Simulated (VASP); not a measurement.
Here is a VASP 6.6.1 calculation.

INCAR

```
SYSTEM = TaS2
PREC     = Accurate       ! precision mode
ENCUT    = 520            ! plane-wave cutoff, eV
EDIFF    = 1E-6           ! SCF threshold, eV
ISMEAR   = -1             ! smearing method
SIGMA    = 0.05           ! smearing width, eV
LREAL    = .False.        ! projectors in reciprocal space
LASPH    = .True.         ! aspherical terms in the spheres
NELM     = 60             ! most SCF steps
ALGO     = Normal         ! electronic algorithm
ISIF     = 2              ! what is computed and relaxed
LWAVE    = .False.        ! write WAVECAR
LCHARG   = .False.        ! write CHGCAR
LMAXMIX  = 4              ! l up to which the mixer works
METAGGA  = SCAN           ! meta-GGA
LMIXTAU  = .True.       
NBANDS   = 18             ! bands
```

KPOINTS

```
Automatic mesh
0
Gamma
  9 9 5
  0 0 0
```

The input POSCAR:

```
TaS2
1.0
    3.3500000000      0.0000000000      0.0000000000
   -1.6750000000      2.9011851027      0.0000000000
    0.0000000000      0.0000000000      5.8600000000
Ta S
1 2
Direct
    0.0000000000      0.0000000000      0.0000000000
    0.6666666667      0.3333333333      0.7500000000
    0.3333333333      0.6666666667      0.2500000000
```

KPOINTS_OPT

```
path GMKGALHA,LM,KH
15
line-mode
reciprocal
 0.0000000000  0.0000000000  0.0000000000  G
 0.5000000000  0.0000000000  0.0000000000  M

 0.5000000000  0.0000000000  0.0000000000  M
 0.3333333333  0.3333333333  0.0000000000  K

 0.3333333333  0.3333333333  0.0000000000  K
 0.0000000000  0.0000000000  0.0000000000  G

 0.0000000000  0.0000000000  0.0000000000  G
 0.0000000000  0.0000000000  0.5000000000  A

 0.0000000000  0.0000000000  0.5000000000  A
 0.5000000000  0.0000000000  0.5000000000  L

 0.5000000000  0.0000000000  0.5000000000  L
 0.3333333333  0.3333333333  0.5000000000  H

 0.3333333333  0.3333333333  0.5000000000  H
 0.0000000000  0.0000000000  0.5000000000  A

 0.5000000000  0.0000000000  0.5000000000  L
 0.5000000000  0.0000000000  0.0000000000  M

 0.3333333333  0.3333333333  0.0000000000  K
 0.3333333333  0.3333333333  0.5000000000  H
```

Potentials or basis: VASP PAW PBE potentials, release 64 (Ta_pv, S).

The run is started by

```sh
$ cat potpaw_PBE.64/Ta_pv/POTCAR potpaw_PBE.64/S/POTCAR > POTCAR
$ mpirun -np 1 vasp_std > vasp.out
```

**Question.** Estimate the band gap along the path.

**Answer.** None (metal or under the smearing width).

**Question.** Estimate the pressure.

**Answer.** 6.0 GPa.

**Question.** What does it give for the largest force?

**Answer.** 0.862 eV/Å.

Levels at the corners of the path, in eV from the Fermi level:
```tsv
point	band 8	band 9	band 10	band 11	band 12	band 13	band 14	band 15
Γ	-4.60	-1.52	-0.97	-0.97	0.02	0.02	0.32	4.22
M	-4.78	-4.45	-3.73	-2.50	-0.84	2.55	3.13	4.67
M	-4.78	-4.45	-3.73	-2.50	-0.84	2.55	3.13	4.67
K	-5.82	-4.09	-4.09	-3.44	1.27	2.22	2.22	4.34
K	-5.82	-4.09	-4.09	-3.44	1.27	2.22	2.22	4.34
Γ	-4.60	-1.52	-0.97	-0.97	0.02	0.02	0.32	4.22
Γ	-4.60	-1.52	-0.97	-0.97	0.02	0.02	0.32	4.22
A	-4.57	-3.80	-1.11	-1.11	0.00	0.00	1.30	4.64
A	-4.57	-3.80	-1.11	-1.11	0.00	0.00	1.30	4.64
L	-4.69	-4.58	-2.48	-2.22	-1.27	2.54	3.13	4.64
L	-4.69	-4.58	-2.48	-2.22	-1.27	2.54	3.13	4.64
H	-5.86	-4.05	-3.85	-3.85	1.36	1.56	1.56	5.26
H	-5.86	-4.05	-3.85	-3.85	1.36	1.56	1.56	5.26
A	-4.57	-3.80	-1.11	-1.11	0.00	0.00	1.30	4.64
L	-4.69	-4.58	-2.48	-2.22	-1.27	2.54	3.13	4.64
M	-4.78	-4.45	-3.73	-2.50	-0.84	2.55	3.13	4.67
K	-5.82	-4.09	-4.09	-3.44	1.27	2.22	2.22	4.34
H	-5.86	-4.05	-3.85	-3.85	1.36	1.56	1.56	5.26
```

Caveat: the PAW data sets were made with another functional, which shifts forces and pressure a little; spin-orbit coupling is left out, which moves the levels of the heavy elements.
